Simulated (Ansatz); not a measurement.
Crystal: MgS.

```
Mg S
1.0
     3.61091    0.00000    0.00000
    -1.80545    3.12714    0.00000
     0.00000    0.00000    3.30526
Mg S
1 1
Direct
  0.00000 0.00000 0.50000
  0.66667 0.33333 0.00000
```

The cell was built by a generator and needn't be a form met in nature.

- Program: Ansatz 0.2.0
- Task: relaxation of cell and atoms
- Functional: HF
- Potentials or basis: Ansatz PAW
- Cutoff: 420 eV (not typed: the program's choice for these potentials)
- k mesh: 5 × 5 × 4
- Occupations: fermi-dirac, width 0.05 eV
- Spin: no spin polarisation

At the start: volume 18.66 Å³/atom.

Problem. How do energy, volume and symmetry change on relaxing?

Solution. It ends after 4 steps and the volume is 19.32 Å³/atom (+3.5 %); space group P-6m2 (No. 187, to 0.05 Å).

The path:
| step | energy change (eV) | largest force (eV/Å) | volume (Å³) |
| --- | --- | --- | --- |
| 1 | 0.0000 | 0.0000 | 37.32 |
| 2 | -0.0088 | 0.0000 | 38.77 |
| 3 | -0.0096 | 0.0000 | 38.64 |
| 4 | -0.0104 | 0.0000 | 38.64 |

Final structure:
```xyz
2
Lattice="3.6574 0.0000 0.0000 -1.8287 3.1674 0.0000 0.0000 0.0000 3.3353" Properties=species:S:1:pos:R:3 pbc="T T T"
Mg    0.0000    0.0000    1.6676
S     1.8287    1.0558    0.0000
```

Caveat: the k mesh is coarse (spacing up to 0.48 Å⁻¹), so the values aren't converged, least of all with exact exchange; the plane-wave basis is chosen anew once the cell has moved, so the energies of steps on either side of that aren't comparable; the PAW data sets come from PBE, with cores solved anew for the run's functional, which leaves a small shift of forces and pressure.
